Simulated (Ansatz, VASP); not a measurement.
BN in VASP and in Ansatz

The input INCAR:

```
SYSTEM = BN
PREC = Accurate ; ENCUT = 520
EDIFF = 1E-6 ; ISMEAR = 0
SIGMA = 0.05 ; LREAL = .FALSE.
LASPH = .TRUE. ; NELM = 100
ALGO = Fast ; ISIF = 2
LWAVE = .FALSE. ; LCHARG = .FALSE.
GGA = PE ; NBANDS = 16
```

File KPOINTS:

```
regular mesh
0
G
  6 6 6
  0 0 0
```

POSCAR

```
BN
1.0
    0.0000000000     -1.8123937734     -1.8123937734
   -1.8123937734      0.0000000000     -1.8123937734
    1.8123937734      1.8123937734     -3.6247875468
B N
2 2
Direct
    0.0000000000      0.0000000000      0.0000000000
    0.5000000000      0.5000000000      0.5000000000
    0.3750000000      0.3750000000      0.8750000000
    0.8750000000      0.8750000000      0.3750000000
```

Input for Ansatz:

```yaml
crystal:
  lattice:
    - [0.0, -1.8123937734, -1.8123937734]
    - [-1.8123937734, 0.0, -1.8123937734]
    - [1.8123937734, 1.8123937734, -3.6247875468]
  atoms:
    - { symbol: B, position: [0.0, 0.0, 0.0] }
    - { symbol: B, position: [0.5, 0.5, 0.5] }
    - { symbol: "N", position: [0.375, 0.375, 0.875] }
    - { symbol: "N", position: [0.875, 0.875, 0.375] }
basis:
  ecutwfc: 520.0
kpoints:
  mp_grid: { grid: [6, 6, 6] }
hamiltonian:
  xc: pbe
scf:
  occupations: { method: gaussian, width: 0.05 }
output:
  forces: true
  stress: true
  eigenvalues: true
```

Alike in both runs: task single point; functional PBE; k mesh 6 × 6 × 6; occupations gaussian, width 0.05 eV; no spin polarisation.

|  | VASP | Ansatz |
| --- | --- | --- |
| version | VASP 6.6.1 | Ansatz 0.2.0 |
| potentials or method | VASP PAW PBE potentials, release 64 (B, N) | scalar-relativistic, plane waves, PAW |
| plane-wave cutoff (eV) | 520 | 520 |
| valence electrons in the cell | 16 | 16 |

VASP gave:

- gap on the k mesh at the Fermi level (eV): 4.45
- least direct gap on the mesh (eV): 6.37
- pressure (GPa): 0.2

Estimate Ansatz's values.

gap on the k mesh at the Fermi level (eV): 4.46; least direct gap on the mesh (eV): 6.39; pressure (GPa): 0.0.

With one functional, cell and mesh, what is left measures potentials, basis and numerics.

Caveats: the k mesh is coarse (spacing up to 0.48 Å⁻¹), so the values aren't converged. A k mesh can miss the band edges.
